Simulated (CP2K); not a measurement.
Runs of CP2K 2026.2 on HfO2. Symmetry: P2_1/c, No. 14, monoclinic system. Conventional cell: a = 5.118 Å, b = 5.186 Å, c = 5.284 Å, α = 90.00°, β = 99.35°, γ = 90.00°. Around Hf (site symmetry 1) lie 7 O at 2.03 to 2.25 Å. Around O (site symmetry 1) lie 3 Hf at 2.03 to 2.12 Å. O (site symmetry 1) has 4 Hf at 2.14 to 2.25 Å as nearest neighbours. 

```csv
level,potentials or basis,smearing,EPS_DEFAULT,NGRIDS,points a segment of the path (NPOINTS),bands added on the path,CUTOFF of the grids,gap on the mesh (eV),pressure (GPa),largest force (eV/Å)
r2SCAN,"POTENTIAL_UZH Hf GTH-SCAN-q12, O GTH-SCAN-q6; TZVP-MOLOPT-SCAN-GTH basis",fermi-dirac 0.01 eV,1.0E-9,4,6,2,850 Ry,(a),-7.8,(b)
PBEsol,"POTENTIAL_UZH Hf GTH-PBE-q12, O GTH-PBE-q6; TZVP-MOLOPT-PBE-GTH basis",fermi-dirac 0.01 eV,1.0E-10,5,6,2,600 Ry,4.10,-5.7,0.37
TB-mBJ,"POTENTIAL_UZH Hf GTH-PBE-q12, O GTH-PBE-q6; TZVP-MOLOPT-PBE-GTH basis",fermi-dirac 0.0259 eV,1.0E-9,5,8,2,850 Ry,4.45,-,-
LDA,"GTH_POTENTIALS Hf GTH-PADE-q12, O GTH-PADE-q6; TZVP-MOLOPT-PBE-GTH basis",fermi-dirac 0.05 eV,1.0E-9,5,10,6,600 Ry,4.16,-36.6,1.47
```

Alike in all rows: task band structure; no spin polarisation; cell as given; k mesh 5 × 5 × 5.

Problem. Estimate the missing entries.

Solution. (a) 4.55; (b) 0.39.

Caveats: spin-orbit coupling is left out, which moves the levels of the heavy elements; the basis of atomic orbitals isn't converged, which shifts pressures, moduli and gaps; the potentials were made for another functional, which shifts forces and pressure (some runs); this is a model potential without an energy functional, so only levels have meaning (some runs); a pressure of tens of GPa on the cell as given is suspect, and the run, the potentials or the cell itself is likely at fault (some runs); forces of over 1 eV/Å show positions far from the minimum, so gaps and moduli don't describe the material at rest (some runs).

A k mesh can miss the band edges, and the runs leave out spin-orbit coupling on Hf.

Runs at the PBE level aren't shown here.
